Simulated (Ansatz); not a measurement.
Runs of Ansatz 0.2.0 on Ca. Symmetry: Im-3m, No. 229, cubic system. The conventional cell has a = 4.480 Å, b = 4.480 Å, c = 4.480 Å, α = 90.00°, β = 90.00°, γ = 90.00°. Ca (site symmetry m-3m) has 8 Ca at 3.88 Å as nearest neighbours. This isn't the form of Ca at room conditions, which is fcc.

```csv
task,level,potentials or basis,spin,cell,k mesh,cutoff (eV),smearing,driver,other keys,gap on the mesh (eV),pressure (GPa)
electric field gradients,PBE0+D4,Ansatz PAW accurate,off,as given,6 × 6 × 6,620,methfessel-paxton 0.01 eV,chain,-,none,-0.7
density of states,HISS+D3(BJ),PseudoDojo stringent,"collinear, program default start",volume scaled by 0.96,6 × 6 × 6,925,gaussian 0.02 eV,chain,magnetization = spin_polarized True; …,none,(a)
single point,revPBE,PseudoDojo standard,off,as given,8 × 8 × 8,925,gaussian 0.15 eV,calculator,-,-,-0.4
single point,revPBE,PseudoDojo standard (PBE files),off,as given,8 × 8 × 8,925,gaussian 0.15 eV,-,-,none,-0.4
```

Problem. Estimate the missing entries.

Solution. (a) -0.3.

Caveats: the cell was measured hot, at 740 K; the thresholds are loose for stress (some runs); the potentials were made for another functional, which shifts forces and pressure (some runs); pairwise dispersion overbinds metals, which lowers pressure and volume (some runs); the PAW data sets were made with another functional, which shifts forces and pressure a little (some runs); the dispersion damping was fitted for another functional or another form of the correction (some runs).

A gap of «none» marks a metal or a gap under the smearing width.
